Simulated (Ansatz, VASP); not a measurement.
# KBr: VASP beside Ansatz

The input INCAR:

```
ALGO = Normal ; EDIFF = 1E-7
ENCUT = 520 ; GGA = PS
ISIF = 2 ; ISMEAR = -1
LASPH = True ; LCHARG = True
LELF = True ; LREAL = False
LVHAR = True ; LWAVE = False
NBANDS = 15 ; NELM = 60
PREC = Accurate ; SIGMA = 0.05
```

Contents of KPOINTS:

```
k-points
0
Gamma
  7 7 7
```

POSCAR

```
KBr
1.0
    0.0000000000      3.3434260326      3.3434260326
    3.3434260326      0.0000000000      3.3434260326
    3.3434260326      3.3434260326      0.0000000000
Br K
1 1
Direct
    0.5000000000      0.5000000000      0.5000000000
    0.0000000000      0.0000000000      0.0000000000
```

The input input.yaml:

```yaml
crystal:
  lattice:
    - [0.0, 3.3434260326, 3.3434260326]
    - [3.3434260326, 0.0, 3.3434260326]
    - [3.3434260326, 3.3434260326, 0.0]
  atoms:
    - { symbol: Br, position: [0.5, 0.5, 0.5] }
    - { symbol: K, position: [0.0, 0.0, 0.0] }
hamiltonian:
  xc: pbesol
  pseudopotentials: { kind: paw }
kpoints:
  mp_grid: { grid: [7, 7, 7] }
scf:
  occupations: { method: fermi_dirac, width: 0.05 }
output:
  forces: true
  stress: true
  eigenvalues: true
  write_density: true
  write_potential: true
  elf: true
  volumetric_format: npy
```

Alike in both runs: task single point; functional PBEsol; k mesh 7 × 7 × 7; occupations fermi-dirac, width 0.05 eV; no spin polarisation.

|  | VASP | Ansatz |
| --- | --- | --- |
| version | VASP 6.6.1 | Ansatz 0.2.0 |
| potentials or method | VASP PAW PBE potentials, release 64 (Br, K_sv) | Ansatz PAW |
| plane-wave cutoff (eV) | 520 | 420 |
| valence electrons in the cell | 16 | 16 |

```csv
,VASP,Ansatz,Ansatz less VASP
gap on the k mesh at the Fermi level (eV),4.19,4.19,+0.002
least direct gap on the mesh (eV),4.19,4.19,+0.002
pressure (GPa),-0.8,-0.8,-0.03
```

The functional is the same, so the differences come from potentials, cutoffs and numerics.

Caveats: the PAW data sets were made with another functional, which shifts forces and pressure a little (VASP); an odd mesh through Γ misses points on the zone boundary, where band edges often lie (VASP); odd divisions of the mesh miss points on the zone boundary, where band edges often lie, so the gap on the mesh can be too wide (Ansatz); the PAW data sets come from PBE, with cores solved anew for the run's functional, which leaves a small shift of forces and pressure (Ansatz). As with any semilocal functional, this PBEsol gap is likely too small.
